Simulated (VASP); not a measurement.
# InP: convergence, Born charge from the Berry-phase polarisation

InP, F-43m (no. 216), 2 atoms in the cell. R2SCAN, Born charge from Berry-phase polarisation; PAW potentials In_d, P (PBE set). VASP 6.6.1.

Wanted: Born charge by displacement within 0.02 e.

Geometry: relaxed with this functional; Atom moved (from 0): 1.

The series start from k mesh: 6x6x6; Displacement (Å): 0.02; Plane-wave cutoff (eV): 330; SCF threshold (eV): 1e-7; Precision mode: Accurate. Each series keeps the choices made before it, and each single choice may use up half of a tolerance. Times cover all steps of a run.

## k mesh

| k mesh | Born charge by displacement (e) | Time (s) |
|---|---|---|
| 4x4x4 | -2.618 | 42 |
| 6x6x6 | -2.596 | 101 |
| 8x8x8 | -2.587 | 187 |
| 10x10x10 | -2.583 | 305 |
| 12x12x12 (reference) | -2.581 | 502 |

## Displacement (Å)

| Displacement (Å) | Born charge by displacement (e) | Time (s) |
|---|---|---|
| 0.02 | -2.587 | 187 |
| 0.005 | -2.587 | 163 |
| 0.05 | -2.590 | 197 |
| 0.15 | -2.615 | 158 |

## Plane-wave cutoff (eV)

| Plane-wave cutoff (eV) | Born charge by displacement (e) | Time (s) |
|---|---|---|
| 200 | -2.600 | 72 |
| 260 | -2.586 | 62 |
| 290 | -2.587 | 76 |
| 330 | -2.587 | 187 |
| 410 (reference) | -2.587 | 181 |

## SCF threshold (eV)

| SCF threshold (eV) | Born charge by displacement (e) | Time (s) |
|---|---|---|
| 0.0001 | -2.586 | 56 |
| 1e-5 | -2.584 | 65 |
| 1e-6 | -2.586 | 64 |
| 1e-7 | -2.586 | 62 |
| 1e-8 (reference) | -2.586 | 79 |

## Precision mode

| Precision mode | Born charge by displacement (e) | Time (s) |
|---|---|---|
| Accurate | -2.586 | 56 |
| Normal | -2.586 | 22 |
| Single | -2.595 | 44 |

## Question

The rows run from the loosest to the tightest (no order: displacement, precision mode). For each series: choose the loosest value from which every tighter one stays within half of the tolerance; where there is no order, keep the first row unless others stay within half of the tolerance and take at least 30 % less time, and then take the fastest.

## Answer

- k mesh: 8x8x8
- Displacement (Å): 0.02
- Plane-wave cutoff (eV): 260
- SCF threshold (eV): 0.0001
- Precision mode: Normal

## All choices together

| Input | Born charge by displacement (e) | Time (s) |
|---|---|---|
| program defaults, KSPACING-like mesh of 0.5 per A (naive) | no result | 5.2 |
| chosen settings | -2.586 | 22 |
| reference settings throughout | -2.580 | 507 |

The tolerance is met.

## The input

INCAR:
```
PREC = Normal
ENCUT = 260
EDIFF = 1E-4
ISMEAR = 0
SIGMA = 0.02
LREAL = F
LASPH = T
ALGO = Normal
NELM = 120
LWAVE = F
LCHARG = F
METAGGA = R2SCAN
LMIXTAU = T
LCALCPOL = T
DIPOL = 0.127 0.213 0.319
KPAR = 1
```

KPOINTS:
```
Automatic mesh
0
Gamma
  8 8 8
  0 0 0
```

POSCAR.step1:
```
InP
 1.0000000000000000
     0.0000000000000000    2.9523316181489618    2.9523316181489618
     2.9523316181489618    0.0000000000000000    2.9523316181489618
     2.9523316181489618    2.9523316181489618    0.0000000000000000
 In  P
   1   1
Direct
  0.0000000000000000  0.0000000000000000 -0.0000000000000000
  0.7533871533734647  0.7466128466265353  0.7466128466265353
```

POSCAR.step2:
```
InP
 1.0000000000000000
     0.0000000000000000    2.9523316181489618    2.9523316181489618
     2.9523316181489618    0.0000000000000000    2.9523316181489618
     2.9523316181489618    2.9523316181489618    0.0000000000000000
 In  P
   1   1
Direct
  0.0000000000000000  0.0000000000000000 -0.0000000000000000
  0.7466128466265353  0.7533871533734647  0.7533871533734647
```

Commands (each step's output is kept before the next begins):
```
cat potpaw_PBE.64/In_d/POTCAR potpaw_PBE.64/P/POTCAR > POTCAR
cp POSCAR.step1 POSCAR
mpirun -np 2 vasp_std > vasp.out
rm WAVECAR CHG
cp POSCAR.step2 POSCAR
mpirun -np 2 vasp_std > vasp.out
```

The chosen input took VASP 6.6.1 22 s on 2 cores (Intel Xeon 6975P-C (Granite Rapids)), a shared host.

## An input that fails: a move so small that VASP's symmetry search (SYMPREC) takes the cell for the unmoved one

It runs to its end, but against the unchanged starting input it is off by 5.846 e in the Born charge by displacement.

Displacement (Å): 0.02 becomes 2e-5.

Changes against the starting input:
```
(POSCAR.step1)
-  0.7533871533734647  0.7466128466265353  0.7466128466265353
+  0.7500033871533733  0.7499966128466263  0.7499966128466267
(POSCAR.step2)
-  0.7466128466265353  0.7533871533734647  0.7533871533734647
+  0.7499966128466267  0.7500033871533737  0.7500033871533733
```
